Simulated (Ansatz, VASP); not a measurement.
# One calculation of FeO (Wuestite), two programs

```xyz
2
Lattice="0.0000 2.1409 2.1409 2.1409 0.0000 2.1409 2.1409 2.1409 0.0000" Properties=species:S:1:pos:R:3 pbc="T T T"
Fe    0.0000    0.0000    0.0000
O     2.1409    2.1409    2.1409
```

Change from the starting cell: volume scaled by 0.98.

Alike in both runs: task single point; functional LDA; k mesh 11 × 11 × 11; occupations fermi-dirac, width 0.05 eV; collinear spin.

|  | VASP | Ansatz |
| --- | --- | --- |
| version | VASP 6.6.1 | Ansatz 0.2.0 |
| potentials or method | VASP PAW LDA potentials, release 64 (Fe, O), cutoff 520 eV | all-electron LAPW, scalar-relativistic |

|  | VASP | Ansatz | Ansatz less VASP |
| --- | --- | --- | --- |
| gap on the k mesh at the Fermi level (eV) | none | none | - |
| pressure (GPa) | -12.3 | -12.3 | +0.03 |
| net moment per atom (μB) | 1.99 | 2.00 | +0.012 |
| size of the moment on the site where the two differ most (μB) | 3.55 | 3.58 | +0.028 |

Site moments also hang on the region over which each program counts them. A gap of «none» marks a metal or a gap that the smearing closes. Ansatz ran all-electron here, so the differences hold the error of VASP's frozen core and of both bases.

Caveats: a cell with one magnetic atom can't hold antiferromagnetic order, which such compounds often take; semilocal functionals often make such compounds metallic where correlation or magnetic order opens a gap, which also shifts bond lengths.
